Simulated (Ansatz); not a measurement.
# A vibration from a frozen displacement in CaO

These are results of Ansatz, DFT PBE, scalar-relativistic, plane waves, PAW, not measurements. The runs took a 420 eV cutoff, a Γ-centred 8×8×8 mesh and Gaussian smearing (0.05 eV). No spin polarisation. Energies are free energies at this smearing, counted from the undisturbed cell; pressure is positive in compression.

The undisturbed cell (as given, not relaxed at this level; it stands at -4.0 GPa):

```
CELL_PARAMETERS angstrom
0.00000 2.44900 2.44900
2.44900 0.00000 2.44900
2.44900 2.44900 0.00000
ATOMIC_POSITIONS crystal
Ca 0.00000 0.00000 0.00000
O 0.50000 0.50000 0.50000
```

Every Ca atom is moved by x along the Cartesian unit vector (0.000, 0.000, 1.000); the cell and all other atoms stay fixed. The cell's volume is 29.38 Å³; the moved atoms weigh 40.078 u together and the others 15.999 u. Some rows repeat others by symmetry and weren't run.

```csv
x (Å),ΔE (meV/cell),total force on the moved atoms along the move (eV/Å),pressure (GPa)
-0.2000,49.53,0.5634,-2.5519
-0.1750,36.70,0.4649,-2.9052
-0.1500,26.19,0.3778,-3.2037
-0.1250,17.73,0.3002,-3.4507
-0.1000,11.11,0.2306,-3.6489
-0.0750,6.15,0.1674,-3.8007
-0.0500,2.70,0.1090,-3.9079
-0.0250,0.67,0.0537,-3.9716
0.0000,0.00,0.0000,-3.9927
0.0250,0.67,-0.0537,-3.9716
0.0500,2.70,-0.1090,-3.9079
0.0750,6.15,-0.1674,-3.8007
0.1000,11.11,-0.2306,-3.6489
0.1250,17.73,-0.3002,-3.4507
0.1500,26.19,-0.3778,-3.2037
0.1750,36.70,-0.4649,-2.9052
0.2000,49.53,-0.5634,-2.5519
```

Problem. What frequency belongs to this motion?

Solution. The force constant is k = −dF/dx = 2.148 eV/Å², from the parabola through x = -0.0250, 0 and 0.0250. In every cell the moved atoms swing against the rest, so the mass is μ = m₁m₂/(m₁ + m₂) = 11.434 u, and ν̃ = 521.5 cm⁻¹ × √(|k|/μ) = 226 cm⁻¹, at this cell's pressure of -4.0 GPa. To first order in x, and within 1 %, the force on every atom lies along the move and, within each of the two groups, in proportion to the atom's mass, so this is itself a mode at the zone centre of this cell, taken without macroscopic field (the transverse frequency in a polar insulator).

Problem. How far does the harmonic law reach?

Solution. At x = -0.200 Å, kx²/2 = 42.96 meV against the computed 49.53 meV (+15.3 %): the well stiffens in this direction at large amplitude.

Problem. The pressure changes with x². What does that say about the frequency under compression?

Solution. With E = k(V)x²/2, k ∝ V^(−2γ) and x scaling with the cell as V^(1/3), P − P0 = −∂E/∂V = (2γ − 2/3) ΔE/V. At x = 0.0500 Å, V(P − P0) = 29.38 × 0.08485 / 160.2 eV = 15.56 meV and ΔE = 2.70 meV, so γ = 1/3 + V(P − P0)/(2ΔE) = 3.22. This is the Grüneisen parameter of the motion under uniform scaling of the cell: shrinking the cell evenly by 1 % in volume raises the frequency by about 3.22 %.